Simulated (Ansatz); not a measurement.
# SnO2: response to strain, part 2 of 2

Aim: deform SnO2 (zz strain of -2 %) and compute stress, forces and field gradients with LAPW, PAW and all-electron datasets made for the crystal.

Ansatz 0.2.0; DFT LDA; a database cell (COD). «Crystal datasets» are all-electron PAW datasets made for this crystal. The steps go on from the part before.

### Step 5. Datasets made for this crystal

The input, input.yaml:

```yaml
crystal:
  lattice:
    - [4.73735, 0.0, 0.0]
    - [0.0, 4.73735, 0.0]
    - [0.0, 0.0, 3.122672]
  atoms:
    - { symbol: Sn, position: [0.0, 0.0, 0.0] }
    - { symbol: Sn, position: [0.5, 0.5, 0.5] }
    - { symbol: O, position: [0.30562, 0.30562, 0.0] }
    - { symbol: O, position: [0.19438, 0.80562, 0.5] }
    - { symbol: O, position: [0.69438, 0.69438, 0.0] }
    - { symbol: O, position: [0.80562, 0.19438, 0.5] }
kpoints:
  mp_grid: { grid: [4, 4, 6] }
scf:
  occupations: { method: fermi_dirac, width: 0.03 }
hamiltonian:
  xc: lda
  pseudopotentials: { kind: all_electron, datasets: crystal }
output:
  forces: true
  stress: true
  eigenvalues: true
  efg: { contact_densities: true }
```

Started as:

```
$ ansatz run input.yaml --threads 2 --pin off --max-ram 8192MiB --backend cpu --events-out ev --progress --plain --runs-dir out
```

Standard output:

```text
hamiltonian.pseudopotentials.datasets: crystal makes datasets for this crystal and solves the spheres of its atoms anew in each pass: cutoff 460.0 eV, the density's 1840.0 eV; for an error of 0.50 meV an atom under PBE, 3.0 meV for the cell; an energy difference from a run of another recipe may be off by several times the error for the cell, under r2SCAN by more, where some 0.1 meV an atom stays at smaller errors; O in spheres of 0.910 Å, 6 of its electrons in bands; Sn in spheres of 1.122 Å, 14 of its electrons in bands, 8 on its site; only band paths and densities of states list, in semicore columns, the levels of the semicore shells that are solved separately: 4s of Sn, 4p of Sn
Sn: output.efg is read without spin–orbit coupling, which moves field gradients at and beside such atoms by some per cent and up to a factor of two; PAW files take it under magnetization.noncollinear and magnetization.spin_orbit
Engine: ansatz 0.2.0
Pseudopotentials: kind: all_electron
Pseudopotential: Sn, paw, valence charge 22, recommended cutoff 460 eV (normal), Koelling and Harmon's equation, gaussian nucleus
Pseudopotential: O, paw, valence charge 6, recommended cutoff 460 eV (normal), Koelling and Harmon's equation, gaussian nucleus
Functional definition: SPW92
  exchange = slater_x
  correlation = pw_c
Crystal: 6 atoms, lattice volume = 70.081 Å³
Basis set: ecut = 460 eV, 1575 PW (Γ)
Bands: 32, of which v1, the nominal top of the filled ones, is band 26 counted from 1 (25 counted from 0)
Symmetry: 16 space group operations
Space group: P42/mnm (ITA 136), of the structure as read, at distance tolerance 4.1e-5 Å
k-points: 24 of 96
Non-local potential: Sn, projectors of the file, l = 0: 1, l = 1: 1, l = 2: 2
Non-local potential: O, projectors of the file, l = 0: 1, l = 1: 2
PAW form: soft (Blöchl's): semilocal exchange-correlation on the pseudo side does not see the compensation charge
PAW one-centre angular grid: Sn, 590 points (default); XC on its mesh's 1797 points in the sphere
PAW one-centre angular grid: O, 110 points (default); XC on its mesh's 1913 points in the sphere
Initial density: superposition of atomic densities (neutral atoms: chi_scale 0, normalization atom)
Initial wavefunctions: pseudopotential atomic-orbital guess
Functional: x = slater, c = lda
iter 1 solved again at ethr=3.54e-2 eV; its pass at ethr=1.00e-1 eV (dr2=1.84e1 eV) is discarded
SCF iter   1: F=—  HF=-344040.684990 eV  |F-HF|=—  |Δ(HF+E_count)|=         —  Δρ=1.67e-1  dr2=1.86e1  ethr=3.54e-2  ⟨swp⟩=2.0  Hψ=3714  notcnv=0
preconditioner: auto → Resta (q_TF=auto, 2.596 Å⁻¹)  ε∞=3.7  [insulator: Δε(μ)=3.596 eV  Ē_g=19.634 eV  σ=0.030 eV  W_gap=1.00  n_scr=18 (ndim 8)  ℏωp=32.0 eV  f_vac=0.000  D(μ)=0.00/eV (n_scr^D=0)  ε∞_Penn≈3.7]
iter 2 solved again at ethr=1.36e-3 eV; its pass at ethr=3.54e-2 eV (dr2=7.05e-1 eV) is discarded
SCF iter   2: F=—  HF=-344035.390621 eV  |F-HF|=—  |Δ(HF+E_count)|=    5.29e0  Δρ=4.83e-2  dr2=7.03e-1  ethr=1.36e-3  ⟨swp⟩=2.6  Hψ=3493  notcnv=0  defer=2
SCF iter   3: F=—  HF=-344035.165448 eV  |F-HF|=—  |Δ(HF+E_count)|=   2.25e-1  Δρ=2.49e-2  dr2=2.37e-1  ethr=1.35e-3  ⟨swp⟩=2.0  Hψ=1537  notcnv=0  defer=1
SCF iter   4: F=—  HF=-344035.089584 eV  |F-HF|=—  |Δ(HF+E_count)|=   7.59e-2  Δρ=3.25e-3  dr2=3.27e-3  ethr=4.56e-4  ⟨swp⟩=3.9  Hψ=1874  notcnv=0  defer=1
SCF iter   5: F=—  HF=-344035.091993 eV  |F-HF|=—  |Δ(HF+E_count)|=   2.41e-3  Δρ=8.42e-4  dr2=2.47e-4  ethr=6.28e-6  ⟨swp⟩=3.1  Hψ=2157  notcnv=0  defer=5
SCF iter   6: F=—  HF=-344035.091808 eV  |F-HF|=—  |Δ(HF+E_count)|=   1.85e-4  Δρ=1.79e-4  dr2=1.43e-5  ethr=4.75e-7  ⟨swp⟩=3.0  Hψ=2035  notcnv=0  defer=2
SCF iter   7: F=—  HF=-344035.091803 eV  |F-HF|=—  |Δ(HF+E_count)|=   4.67e-6  Δρ=5.79e-5  dr2=1.83e-6  ethr=2.75e-8  ⟨swp⟩=3.0  Hψ=1658  notcnv=0  defer=2
SCF iter   8: F=-344035.091803 eV  HF=-344035.091803 eV  |F-HF|=2.43e-8  |Δ(HF+E_count)|=   4.84e-8  Δρ=9.58e-6  dr2=5.78e-8  ethr=3.52e-9  ⟨swp⟩=3.0  Hψ=1664  notcnv=0  defer=2
SCF 1 converged in 8 iterations: F = -344035.091799 eV  dr2 = 5.78e-8
  Residual-converged pass: ⟨swp⟩=3.1  Hψ=1838  notcnv=0  max |occ|·‖R‖ = 6.6e-6 eV (tolerance 6.7e-6 eV)  dr2=6.01e-8  dr2_onsite=1.74e-8  max |Δocc| = 4.5e-16
SCF converged after 8 iterations
Free energy (F): -344035.091799 eV
Harris-Foulkes:  -344035.091799 eV  (|F-HF|=2.43e-8)
Internal energy: -344035.091799 eV  (E = F + TS)
E sigma→0 (E₀):  -344035.091799 eV
Past the cutoff: the bands carry plane waves up to 1.75 times it, of which those up to 1.5 times it add -0.000097 eV an atom, each by itself; the spheres take 0.000211 eV an atom off the energy for waves past 1.75 times it
By the cutoff:   a pressure is off by up to 0.008 GPa (1.2 times the spheres' own share and the shells' term, over an atom's volume, and 0.004 GPa: a bound that held against runs at twice the plane waves)
Past the cutoffs: a stress includes 0.0029 GPa for waves and charges beyond them, in addition to the slope of what the spheres take
In the spheres:  the bands' charges fall short by 1.0e-6 e at most (sound up to 1e-3), those of shells solved beside the bands by 2.2e-7 e (sound up to 5e-4)
Fermi energy:    12.522923 eV
--- Per-component energies (eV) ---
  The terms above E_closure are by the made datasets' own strengths, without shells solved beside the bands.
--- Forces (eV/Å), atoms counted from 1 ---
  atom   1  Sn     0.00000000    -0.00000000     0.00000000
  atom   2  Sn     0.00000000     0.00000000     0.00000000
  atom   3  O     -0.06548679    -0.06548679     0.00000000
  atom   4  O      0.06548679    -0.06548679     0.00000000
  atom   5  O      0.06548679     0.06548679     0.00000000
  atom   6  O     -0.06548679     0.06548679     0.00000000
  max |Σ_I F_I| component: 1.39e-17 eV/Å
--- Stress (GPa, compression-positive) ---
        2.198408       0.000000       0.000000
        0.000000       2.198408       0.000000
        0.000000       0.000000       9.098868
  P = ⅓ Tr σ = 4.4986 GPa (44.986 kbar)
  It holds what live shells' own plane waves past their cutoff add
--- PAW observables at the nuclei: V_zz in 10²¹ V/m², potentials from the cell's mean, atoms counted from 1 ---
  atom   1  Sn V_zz =    -5.402125   η = 0.4538   by run symmetry: allowed
            electrostatic potential = -8170.276568 V   contact ρ = 1231191.196891 e/Å³
  atom   2  Sn V_zz =    -5.402125   η = 0.4538   by run symmetry: allowed
            electrostatic potential = -8170.276568 V   contact ρ = 1231191.196891 e/Å³
  atom   3  O  V_zz =   -10.113533   η = 0.1399   by run symmetry: allowed
            electrostatic potential = -625.096129 V   contact ρ = 2125.094891 e/Å³
  atom   4  O  V_zz =   -10.113533   η = 0.1399   by run symmetry: allowed
            electrostatic potential = -625.096129 V   contact ρ = 2125.094891 e/Å³
  atom   5  O  V_zz =   -10.113533   η = 0.1399   by run symmetry: allowed
            electrostatic potential = -625.096129 V   contact ρ = 2125.094891 e/Å³
  atom   6  O  V_zz =   -10.113533   η = 0.1399   by run symmetry: allowed
            electrostatic potential = -625.096129 V   contact ρ = 2125.094891 e/Å³
--- Band table (eV; the first three rows and the last of 24) ---
  k-point 0: bands = ["-9.2738", "-8.5126", "-8.1384", "-8.1228", "-8.1228", "-7.9973", "-7.9611", "-7.8602", "-7.8510", "-7.8510", "-7.0990", "-5.1316", "-5.1316", "-3.2031", "3.4355", "7.4751", "7.4751", "7.8411", "8.5177", "9.7554", "9.8500", "10.6153", "10.6153", "10.9645", "10.9645", "11.8164", "13.2294", "18.1547", "18.1614"]
  k-point 1: bands = ["-9.1279", "-8.4084", "-8.4084", "-8.3272", "-8.0795", "-8.0195", "-7.9479", "-7.8918", "-7.8918", "-7.8607", "-6.9449", "-4.6606", "-4.6606", "-3.4133", "3.4074", "7.5934", "7.7501", "7.7501", "8.2169", "8.7099", "9.5822", "9.6208", "9.6208", "11.0026", "11.0026", "11.5741", "14.7004", "18.6642", "19.2880"]
  k-point 2: bands = ["-8.8485", "-8.8485", "-8.7857", "-8.2163", "-7.9588", "-7.9588", "-7.9395", "-7.9183", "-7.9168", "-7.8666", "-6.3388", "-4.1128", "-3.8227", "-3.8227", "3.5469", "6.0355", "7.4533", "7.9138", "7.9138", "8.6603", "8.6603", "8.7774", "9.2578", "10.7765", "10.7765", "10.9191", "16.7013", "18.8815", "20.4841"]
  k-point 23: bands = ["-9.0439", "-9.0439", "-8.4582", "-8.4582", "-7.9940", "-7.9940", "-7.8782", "-7.8782", "-7.8280", "-7.8280", "-5.0390", "-5.0390", "-3.5056", "-3.5056", "3.5701", "3.5701", "6.5678", "6.5678", "9.1539", "9.1539", "9.2897", "9.2897", "10.7937", "10.7937", "10.9109", "10.9109", "16.6298", "16.6298", "20.5486"]
```

Wall time 7.5 s (2 threads of Intel Xeon 6975P-C (Granite Rapids), shared host); peak memory 0.82 GiB.

In short: pressure 4.50 GPa; gap on the k mesh 1.41 eV; largest force 0.093 eV/Å; Vzz Sn1 -5.40 (η = 0.45), O3 -10.11 (η = 0.14) (10²¹ V/m²).

### Step 6. Stress and forces compared

Stress (GPa, compression positive):

```csv
method,xx,yy,zz,yz,xz,xy
LAPW,2.20,2.20,9.10,0.00,0.00,0.00
PAW,2.10,2.10,8.95,0.00,0.00,0.00
crystal datasets,2.20,2.20,9.10,0.00,0.00,0.00
```

Forces (eV/Å):

```csv
atom,LAPW x,LAPW y,LAPW z,PAW x,PAW y,PAW z,crystal datasets x,crystal datasets y,crystal datasets z
Sn1,0.000,0.000,0.000,0.000,0.000,0.000,0.000,0.000,0.000
Sn2,0.000,0.000,0.000,0.000,0.000,0.000,0.000,0.000,0.000
O3,-0.065,-0.065,0.000,-0.066,-0.066,0.000,-0.065,-0.065,0.000
O4,0.065,-0.065,0.000,0.066,-0.066,0.000,0.065,-0.065,0.000
O5,0.065,0.065,0.000,0.066,0.066,0.000,0.065,0.065,0.000
O6,-0.065,0.065,0.000,-0.066,0.066,0.000,-0.065,0.065,0.000
```

| method | pressure (GPa) | gap on the k mesh (eV) | largest force (eV/Å) | Vzz Sn1 (10²¹ V/m²) | Vzz O3 (10²¹ V/m²) | SCF cycles, all passes |
| --- | --- | --- | --- | --- | --- | --- |
| LAPW | 4.50 | 1.41 | 0.093 | – | – | 8 |
| PAW | 4.38 | 1.41 | 0.093 | -5.37 | -10.28 | 6 |
| crystal datasets | 4.50 | 1.41 | 0.093 | -5.40 | -10.11 | 8 |

### Step 7. What came out

The summary covers parts 1 to 2.

| quantity | value |
| --- | --- |
| pressure | LAPW 4.50, PAW 4.38, crystal datasets 4.50 GPa |
| largest shear or deviatoric stress (LAPW) | 4.60 GPa |

In words: The largest part of the stress beyond the pressure is 4.60 GPa in size, in the zz component; the atoms are carried along and not relaxed. No run of the undeformed cell stands beside it, so the pressure holds what the given cell had before the change. PAW: stress within 0.15 GPa of LAPW, forces within 1 meV/Å. Crystal datasets: stress within 0.01 GPa of LAPW, forces within 1 meV/Å.
